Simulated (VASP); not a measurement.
From an Ansatz input to VASP: LiH (zincblende)

Ansatz input

```yaml
crystal:
  lattice:
    - [0.0, 2.1433374631, 2.1433374631]
    - [2.1433374631, 0.0, 2.1433374631]
    - [2.1433374631, 2.1433374631, 0.0]
  atoms:
    - { symbol: Li, position: [0.0, 0.0, 0.0] }
    - { symbol: H, position: [0.25, 0.25, 0.25] }
kpoints:
  mp_grid: { grid: [10, 10, 10] }
hamiltonian:
  xc: pbesol
scf:
  occupations: { method: fermi_dirac, width: 0.02 }
relax:
  f_tol: 0.005
  cell: {}
```

**Question.** Translate this input to VASP.

**Answer.** 

INCAR

```
EDIFFG = -5E-3
SIGMA = 0.02
NSW = 40
ISMEAR = -1
EDIFF = 1E-7
NBANDS = 9
LASPH = .TRUE.
LREAL = .FALSE.
PREC = Accurate
LCHARG = .FALSE.
LWAVE = .FALSE.
ISIF = 3
IBRION = 2
NELM = 120
GGA = PS
ENCUT = 600
```

KPOINTS

```
KPOINTS created by Atomic Simulation Environment
0
Gamma
10 10 10
0 0 0
```

POSCAR

```
Li H
 1.0000000000000000
    -0.0000000000000000    2.1433374631220659    2.1433374631220659
     2.1433374631220659    0.0000000000000000    2.1433374631220659
     2.1433374631220659    2.1433374631220659    0.0000000000000000
 Li  H
   1   1
Cartesian
 -0.0000000000000000  0.0000000000000000 -0.0000000000000000
  1.0716687315610327  1.0716687315610327  1.0716687315610327
```

VASP ran with the recommended PBE PAW datasets (4 valence electrons in the cell). Other inputs would serve too.

```
                                            Ansatz                   VASP
relaxed cell vector lengths  3.011, 3.011, 3.011 Å  3.007, 3.007, 3.007 Å
        relaxed cell volume               19.29 Å³               19.23 Å³
```

The two codes use different PAW datasets and cutoffs. VASP's cell holds 4 valence electrons and Ansatz's 4.
